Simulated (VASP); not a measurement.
# BaTe (Pm-3m) in VASP: settings compared

The runs below take BaTe through single point, with r2SCAN, HSE06.

All numbers are computed with VASP 6.6.1; they aren't measurements. Logs are shortened: lines on timing, memory, paths and dates and some standing lists are left out, and cuts for length are marked.

### 1 The crystal as given

Symmetry: Pm-3m, No. 221, cubic system. Conventional cell: a = 4.245 Å, b = 4.245 Å, c = 4.245 Å, α = 90.00°, β = 90.00°, γ = 90.00°. Ba (site symmetry m-3m) has 8 Te at 3.68 Å as nearest neighbours. Te (site symmetry m-3m) is surrounded by 8 Ba at 3.68 Å.

The cell was built by a generator and needn't be a form met in nature.

### 2 Single point, r2SCAN

POSCAR

```
BaTe
1.0
    4.2448181569      0.0000000000      0.0000000000
    0.0000000000      4.2448181569      0.0000000000
    0.0000000000      0.0000000000      4.2448181569
Ba Te
1 1
Direct
    0.0000000000      0.0000000000      0.0000000000
    0.5000000000      0.5000000000      0.5000000000
```

INCAR.step1

```
PREC = Accurate
ENCUT = 520
ISMEAR = 0
SIGMA = 0.01
LREAL = False
LASPH = True
NELM = 100
NBANDS = 15
GGA = PE
ALGO = Normal
EDIFF = 1E-4
LWAVE = True
LCHARG = False
```

INCAR.step2

```
PREC = Accurate
ENCUT = 520
EDIFF = 1E-6
ISMEAR = 0
SIGMA = 0.01
LREAL = False
LASPH = True
NELM = 100
ALGO = Normal
ISIF = 2
LWAVE = False
LCHARG = False
METAGGA = R2SCAN
LMIXTAU = True
NBANDS = 15
ISTART = 1
```

KPOINTS

```
Automatic mesh
0
Gamma
  4 4 4
```

Potentials or basis: VASP PAW PBE potentials, release 64 (Ba_sv, Te).

Command:

```bash
$ cat potpaw_PBE.64/Ba_sv/POTCAR potpaw_PBE.64/Te/POTCAR > POTCAR
$ cp INCAR.step1 INCAR
$ mpirun -np 1 vasp_std > vasp.out
$ cp INCAR.step2 INCAR
$ mpirun -np 1 vasp_std > vasp.out
```

OUTCAR:

```text
PREC = Accurate
   ENCUT = 520
   EDIFF = 1E-6
   ISMEAR = 0
   LREAL = False
   LASPH = True
   NELM = 100
   ISIF = 2
   METAGGA = R2SCAN
   ISTART = 1

 ion  position               nearest neighbor table
   1  0.000  0.000  0.000-   2 3.68   2 3.68   2 3.68   2 3.68   2 3.68   2 3.68   2 3.68   2 3.68

   2  0.500  0.500  0.500-   1 3.68   1 3.68   1 3.68   1 3.68   1 3.68   1 3.68   1 3.68   1 3.68

  LATTYP: Found a simple cubic cell.
 ALAT       =     4.2448181569

  Lattice vectors:

 A1 = (   4.2448181569,   0.0000000000,   0.0000000000)
 A2 = (   0.0000000000,   4.2448181569,   0.0000000000)
 A3 = (   0.0000000000,   0.0000000000,   4.2448181569)

Analysis of symmetry for initial positions (statically):
=====================================================================
 Subroutine PRICEL returns:
 Original cell was already a primitive cell.

 Routine SETGRP: Setting up the symmetry group for a
 simple cubic supercell.

 Subroutine GETGRP returns: Found 48 space group operations
 (whereof 48 operations were pure point group operations)
 out of a pool of 48 trial point group operations.

The static configuration has the point symmetry O_h .

Analysis of symmetry for dynamics (positions and initial velocities):
=====================================================================
 Subroutine PRICEL returns:
 Original cell was already a primitive cell.

 Routine SETGRP: Setting up the symmetry group for a
 simple cubic supercell.

 Subroutine GETGRP returns: Found 48 space group operations
 (whereof 48 operations were pure point group operations)
 out of a pool of 48 trial point group operations.

The dynamic configuration has the point symmetry O_h .

 Subroutine INISYM returns: Found 48 space group operations
 (whereof 48 operations are pure point group operations),
 and found     1 'primitive' translations

----------------------------------------------------------------------------------------

                                     Primitive cell

  volume of cell :      76.4852

  direct lattice vectors                    reciprocal lattice vectors
     4.244818157  0.000000000  0.000000000     0.235581352  0.000000000  0.000000000
     0.000000000  4.244818157  0.000000000     0.000000000  0.235581352  0.000000000
     0.000000000  0.000000000  4.244818157     0.000000000  0.000000000  0.235581352

  length of vectors
     4.244818157  4.244818157  4.244818157     0.235581352  0.235581352  0.235581352

  position of ions in fractional coordinates (direct lattice)
     0.000000000  0.000000000  0.000000000
     0.500000000  0.500000000  0.500000000

  ion indices of the primitive-cell ions
   primitive index   ion index
                 1           1
                 2           2

----------------------------------------------------------------------------------------

 KPOINTS: Automatic mesh

Automatic generation of k-mesh.
 Grid dimensions read from file:
 generate k-points for:    4    4    4

 Generating k-lattice:

  Cartesian coordinates                     Fractional coordinates (reciprocal lattice)
     0.058895338  0.000000000  0.000000000     0.250000000  0.000000000  0.000000000
     0.000000000  0.058895338  0.000000000     0.000000000  0.250000000  0.000000000
     0.000000000  0.000000000  0.058895338     0.000000000  0.000000000  0.250000000

  Length of vectors
     0.058895338  0.058895338  0.058895338

  Shift w.r.t. Gamma in fractional coordinates (k-lattice)
     0.000000000  0.000000000  0.000000000

 Subroutine IBZKPT returns following result:
 ===========================================

 Found     10 irreducible k-points:

 Following reciprocal coordinates:
            Coordinates               Weight
  0.000000  0.000000  0.000000      1.000000
  0.250000  0.000000  0.000000      6.000000
  0.500000  0.000000  0.000000      3.000000
  0.250000  0.250000  0.000000     12.000000
  0.500000  0.250000  0.000000     12.000000
  0.500000  0.500000  0.000000      3.000000
  0.250000  0.250000  0.250000      8.000000
  0.500000  0.250000  0.250000     12.000000
  0.500000  0.500000  0.250000      6.000000
  0.500000  0.500000  0.500000      1.000000
   k-points           NKPTS =     10   k-points in BZ     NKDIM =     10   number of bands    NBANDS=     15
   number of dos      NEDOS =    301   number of ions     NIONS =      2
   total plane-waves  NPLWV =  32768
   dimension x,y,z NGX =    32 NGY =   32 NGZ =   32
   dimension x,y,z NGXF=    64 NGYF=   64 NGZF=   64
   ions per type =               1   1
   NGX,Y,Z   is equivalent  to a cutoff of  12.53, 12.53, 12.53 a.u.
   NGXF,Y,Z  is equivalent  to a cutoff of  25.07, 25.07, 25.07 a.u.
 SYSTEM =  unknown system
   PREC   = accura    normal or accurate (medium, high low for compatibility)
   ISTART =      1    job   : 0-new  1-cont  2-samecut
   ICHARG =      0    charge: 1-file 2-atom 10-const
   ISPIN  =      1    spin polarized calculation?
   LNONCOLLINEAR =      F non collinear calculations
   LSORBIT =      F    spin-orbit coupling
   LASPH  =      T    aspherical Exc in radial PAW
   ENCUT  =  520.0 eV  38.22 Ry    6.18 a.u.   7.89  7.89  7.89*2*pi/ulx,y,z
   NELM   =    100;   NELMIN=  2; NELMDL=  0     # of ELM steps
   EDIFF  = 0.1E-05   stopping-criterion for ELM
   LREAL  =      F    real-space projection
   EDIFFG = 0.1E-04   stopping-criterion for IOM
   NSW    =      0    number of steps for IOM
   IBRION =     -1    ionic relax: 0-MD 1-quasi-New 2-CG
   NFREE  =      0    steps in history (QN), initial steepest desc. (CG)
   ISIF   =      2    stress and relaxation
   ISYM   =      2    0-nonsym 1-usesym 2-fastsym
   POTIM  = 0.5000    time-step for ionic-motion
   TEBEG  =    0.0;   TEEND  =   0.0 temperature during run
   PSTRESS=    0.0 pullay stress
   NELECT =      16.0000    total number of electrons
   NUPDOWN=      -1.0000    fix difference up-down
   EMIN   =  10.00;   EMAX   =-10.00  energy-range for DOS
   EFERMI =   0.00;   METHOD = LEGACY
   ISMEAR =     0;   SIGMA  =   0.01  broadening in eV -4-tet -1-fermi 0-gaus
   EFERMI_NEDOS =   21; number of points for ismear=-14 and -15
   IALGO  =     38    algorithm
   IMIX   =      4    mixing-type and parameters
     AMIX     =   0.40;   BMIX     =  1.00
     AMIX_MAG =   1.60;   BMIX_MAG =  1.00
  volume/ion in A,a.u.               =      38.24       258.07
  Fermi-wavevector in a.u.,A,eV,Ry     =   0.971827  1.836487 12.849998  0.944448
  Thomas-Fermi vector in A             =   2.102076
   LORBIT       =      0    0 simple, 1 ext, 2 COOP (PROOUT), +10 PAW based schemes
   METAGGA = R2SCAN    functional components
   LHFCALC =     F    Hartree Fock is set to
   AEXX    =    0.0000 exact exchange contribution
   IVDW    =     0    specifies the selected vdW correction
   LEPSILON=     F    determine dielectric tensor
   LRPA    =     F    only Hartree local field effects (RPA)
 non-spin polarized calculation
 Gauss-broadening in eV      SIGMA  =   0.01
  energy-cutoff  :      520.00
  volume of cell :       76.49
 maximum number of plane-waves:      2103
 NGX is ok and might be reduce to    32
   NGX = 15   NGY = 15   NGZ = 15

 number of electron      15.9999999 magnetization

 Free energy of the ion-electron system (eV)
  ---------------------------------------------------
  ext. energy  EPLUGINS =         0.00000000
  ---------------------------------------------------
  free energy    TOTEN  =       -55.64518277 eV

  energy without entropy =      -55.64518277  energy(sigma->0) =      -55.64518277

 E-fermi :   3.8106     XC(G=0):  -9.2267

 val. band max:        3.7642241123   @ k =   0.5000   0.5000   0.0000
 cond. band min:       4.8516019432   @ k =   0.0000   0.0000   0.0000
 fundamental gap:      1.0873778309
 Fermi energy:         3.8106342076

 k-point     1 :       0.0000    0.0000    0.0000
  band No.  band energies     occupation
      1     -25.2508      2.00000
      2      -9.8629      2.00000
      3      -9.8629      2.00000
      4      -9.8629      2.00000
      5      -6.9477      2.00000
      6       3.3826      2.00000
      7       3.3826      2.00000
      8       3.3826      2.00000
      9       4.8516      0.00000
     10       4.8516      0.00000
     11       6.9700      0.00000
     12       8.7593      0.00000
     13       8.7593      0.00000
     14       8.7593      0.00000
     15      12.7570      0.00000

 k-point     2 :       0.2500    0.0000    0.0000
  band No.  band energies     occupation
      1     -25.2368      2.00000
      2     -10.1727      2.00000
      3      -9.8364      2.00000
      4      -9.8364      2.00000
      5      -6.5442      2.00000
      6       1.4916      2.00000
      7       3.1297      2.00000
      8       3.1297      2.00000
      9       5.1961      0.00000
     10       6.5253      0.00000
     11       8.6787      0.00000
     12       8.9603      0.00000
     13       9.0652      0.00000
     14       9.0652      0.00000
     15      10.4862      0.00000

 k-point     3 :       0.5000    0.0000    0.0000
  band No.  band energies     occupation
      1     -25.2228      2.00000
      2     -10.4371      2.00000
      3      -9.8097      2.00000
      4      -9.8097      2.00000
      5      -6.1389      2.00000
      6       0.3310      2.00000
      7       2.8853      2.00000
      8       2.8853      2.00000
      9       5.6852      0.00000
     10       9.0721      0.00000
     11       9.1471      0.00000
     12       9.1968      0.00000
     13       9.4300      0.00000
     14       9.8113      0.00000
     15       9.8113      0.00000

 k-point     4 :       0.2500    0.2500    0.0000
  band No.  band energies     occupation
      1     -25.2233      2.00000
      2     -10.1493      2.00000
      3     -10.0452      2.00000
      4      -9.8137      2.00000
      5      -6.3823      2.00000
      6       1.4807      2.00000
      7       2.1818      2.00000
      8       3.2022      2.00000
      9       5.8807      0.00000
     10       7.4169      0.00000
     11       7.4333      0.00000
     12       7.7622      0.00000
     13       9.4607      0.00000
     14      10.5701      0.00000
     15      11.6573      0.00000

 k-point     5 :       0.5000    0.2500    0.0000
  band No.  band energies     occupation
      1     -25.2096      2.00000
      2     -10.3324      2.00000
      3     -10.0212      2.00000
      4      -9.7908      2.00000
      5      -6.2350      2.00000
      6       0.9156      2.00000
      7       2.1633      2.00000
      8       3.2489      2.00000
      9       5.8438      0.00000
     10       7.6195      0.00000
     11       7.8177      0.00000
     12       8.3236      0.00000
     13       8.7711      0.00000
     14      10.8060      0.00000
     15      11.0027      0.00000

 k-point     6 :       0.5000    0.5000    0.0000
  band No.  band energies     occupation
      1     -25.1964      2.00000
      2     -10.2196      2.00000
      3     -10.2196      2.00000
      4      -9.7718      2.00000
      5      -6.3449      2.00000
      6       1.6519      2.00000
      7       1.6519      2.00000
      8       3.7642      2.00000
      9       5.1308      0.00000
     10       6.8041      0.00000
     11       7.0658      0.00000
     12       7.0658      0.00000
     13      10.4107      0.00000
     14      11.2198      0.00000
     15      12.5734      0.00000

 k-point     7 :       0.2500    0.2500    0.2500
  band No.  band energies     occupation
      1     -25.2101      2.00000
      2     -10.1099      2.00000
      3     -10.0106      2.00000
      4     -10.0106      2.00000
      5      -6.2846      2.00000
      6       1.8936      2.00000
      7       1.8936      2.00000
      8       2.0084      2.00000
      9       6.8418      0.00000
     10       6.8418      0.00000
     11       7.6939      0.00000
     12       9.0463      0.00000
     13       9.0463      0.00000
     14       9.4737      0.00000
     15      12.9251      0.00000

 k-point     8 :       0.5000    0.2500    0.2500
  band No.  band energies     occupation
      1     -25.1968      2.00000
      2     -10.2565      2.00000
      3     -10.0034      2.00000
      4      -9.9755      2.00000
      5      -6.1910      2.00000
      6       1.0842      2.00000
      7       1.6142      2.00000
      8       2.5343      2.00000
      9       6.7327      0.00000
     10       6.7899      0.00000
     11       7.2661      0.00000
     12       9.7945      0.00000
     13      10.1264      0.00000
     14      11.0669      0.00000
     15      11.4576      0.00000

 k-point     9 :       0.5000    0.5000    0.2500
  band No.  band energies     occupation
      1     -25.1840      2.00000
      2     -10.1771      2.00000
      3     -10.1771      2.00000
      4      -9.9574      2.00000
      5      -6.1491      2.00000
      6       1.1793      2.00000
      7       1.1793      2.00000
      8       1.9091      2.00000
      9       6.4828      0.00000
     10       7.8481      0.00000
     11       7.8481      0.00000
     12       9.1449      0.00000
     13      10.4853      0.00000
     14      11.2940      0.00000
     15      11.9821      0.00000

 k-point    10 :       0.5000    0.5000    0.5000
  band No.  band energies     occupation
      1     -25.1715      2.00000
      2     -10.1337      2.00000
      3     -10.1337      2.00000
      4     -10.1337      2.00000
      5      -5.9247      2.00000
      6       0.7749      2.00000
      7       0.7749      2.00000
      8       0.7749      2.00000
      9       9.0309      0.00000
     10       9.0309      0.00000
     11       9.0309      0.00000
     12      10.5630      0.00000
     13      10.5684      0.00000
     14      10.6193      0.00000
     15      10.6193      0.00000

------------------------ aborting loop because EDIFF is reached ----------------------------------------

  FORCE on cell =-STRESS in cart. coord.  units (eV):
  Direction    XX          YY          ZZ          XY          YZ          ZX
  --------------------------------------------------------------------------------------
  -------------------------------------------------------------------------------------
  Total        0.2637781      0.2637781      0.2637781      0.0000000      0.0000000     -0.0000000
  in kB        5.5255060      5.5255060      5.5255060      0.0000000      0.0000000     -0.0000000
  external PRESSURE =       5.5255060 kB  Pullay stress =       0.0000000 kB

 VOLUME and BASIS-vectors are now :
 -----------------------------------------------------------------------------
  energy-cutoff  :      520.00
  volume of cell :       76.49
      direct lattice vectors                 reciprocal lattice vectors
     4.244818157  0.000000000  0.000000000     0.235581352  0.000000000  0.000000000
     0.000000000  4.244818157  0.000000000     0.000000000  0.235581352  0.000000000
     0.000000000  0.000000000  4.244818157     0.000000000  0.000000000  0.235581352

 POSITION                                       TOTAL-FORCE (eV/Angst)
 -----------------------------------------------------------------------------------
      0.00000      0.00000      0.00000         0.000000      0.000000      0.000000
      2.12241      2.12241      2.12241         0.000000      0.000000      0.000000
 -----------------------------------------------------------------------------------
    total drift:                                0.000000      0.000000     -0.000000

  FREE ENERGIE OF THE ION-ELECTRON SYSTEM (eV)
  ---------------------------------------------------
  free  energy   TOTEN  =       -55.6451827694 eV

  energy  without entropy=      -55.6451827694  energy(sigma->0) =      -55.64518277
```

It took 20 s on 1 thread of Intel Xeon 6975P-C (Granite Rapids), shared host; peak memory 0.19 GiB.

Results:

```yaml
Free_energy: -55.6452 eV
Pressure: 0.6 GPa
Band_gap_on_the_k_mesh: 1.09 eV, indirect (least direct gap 1.37 eV)
```

Caveat: the PAW data sets were made with another functional, which shifts forces and pressure a little; spin-orbit coupling is left out, which moves the levels of the heavy elements. r2SCAN opens gaps a little over a GGA but as a rule still falls short of measured ones.

(Continued in part 2 of 2.)
